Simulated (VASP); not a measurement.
**VASP 6.6.1 run: InP**

INCAR

```
LWAVE = .FALSE.
ISMEAR = -1
NBANDS = 16
EDIFF = 1E-7
LCHARG = .FALSE.
ISPIN = 2
ISIF = 2
NELM = 63
LREAL = .FALSE.
LASPH = .TRUE.
GGA = PE
NSW = 0
PREC = Accurate
ENCUT = 520
IBRION = -1
MAGMOM = 1 1
SIGMA = 0.02
```

KPOINTS

```
KPOINTS created by Atomic Simulation Environment
0
Gamma
8 8 8
0 0 0
```

POSCAR

```
In P
 1.0000000000000000
     0.0000000000000000    3.0424012639000000    3.0424012639000000
     3.0424012639000000    0.0000000000000000    3.0424012639000000
     3.0424012639000000    3.0424012639000000    0.0000000000000000
 In  P
   1   1
Cartesian
  0.0000000000000000  0.0000000000000000  0.0000000000000000
  1.5212006319500000  1.5212006319500000  1.5212006319500000
```

The recommended PBE PAW datasets give the neutral cell 18 valence electrons.

Command

```
mpirun -np 1 vasp_std
```

OSZICAR

```
N       E                     dE             d eps       ncg     rms          rms(c)
DAV:   1     0.111787439143E+03    0.11179E+03   -0.82267E+03  1864   0.122E+03
DAV:   2    -0.659562676332E+00   -0.11245E+03   -0.10773E+03  2024   0.293E+02
DAV:   3    -0.817977354043E+01   -0.75202E+01   -0.74807E+01  2448   0.744E+01
DAV:   4    -0.837990470637E+01   -0.20013E+00   -0.20007E+00  2304   0.135E+01
DAV:   5    -0.839018964851E+01   -0.10285E-01   -0.10285E-01  2840   0.256E+00    0.740E+00
DAV:   6    -0.836627724118E+01    0.23912E-01   -0.68663E-01  2848   0.114E+01    0.347E+00
DAV:   7    -0.836922186722E+01   -0.29446E-02   -0.14543E-01  2120   0.293E+00    0.191E+00
DAV:   8    -0.836945604385E+01   -0.23418E-03   -0.20345E-02  2072   0.101E+00    0.968E-01
DAV:   9    -0.836884196186E+01    0.61408E-03   -0.22273E-03  2288   0.415E-01    0.457E-01
DAV:  10    -0.836945805743E+01   -0.61610E-03   -0.90015E-04  2264   0.244E-01    0.115E-01
DAV:  11    -0.836964251418E+01   -0.18446E-03   -0.13522E-04  2352   0.123E-01    0.676E-02
DAV:  12    -0.836976225566E+01   -0.11974E-03   -0.94371E-05  2208   0.676E-02    0.266E-02
DAV:  13    -0.836978598812E+01   -0.23732E-04   -0.23649E-05  2416   0.338E-02    0.949E-03
DAV:  14    -0.836978793814E+01   -0.19500E-05   -0.23201E-06  2336   0.144E-02    0.329E-03
DAV:  15    -0.836978843092E+01   -0.49278E-06   -0.54732E-07  2352   0.587E-03    0.155E-03
DAV:  16    -0.836978855501E+01   -0.12409E-06   -0.16062E-07  2256   0.245E-03    0.785E-04
DAV:  17    -0.836978853330E+01    0.21711E-07   -0.36536E-08  1968   0.157E-03
   1 F= -.83697885E+01 E0= -.83697519E+01  d E =-.731959E-04  mag=     0.0000
```

Standard output (part)

```
POSCAR found type information on POSCAR InP
 POSCAR found :  2 types and       2 ions
 LDA part: xc-table for (Slater+PW92), standard interpolation
 POSCAR, INCAR and KPOINTS ok, starting setup
 WAVECAR not read
 entering main loop
```

It converged. Results: pressure -3.2 GPa; magnetic moment of the cell 0.00 μB.

For comparison, a separate PBE run of the intended cell, on usual settings and not on those above, gives a gap of 0.10 eV on its mesh and a pressure of -3.2 GPa.

The run above took about 57 s on one core of a shared host (Intel Xeon Platinum 8488C) and held 0.21 GiB at most.
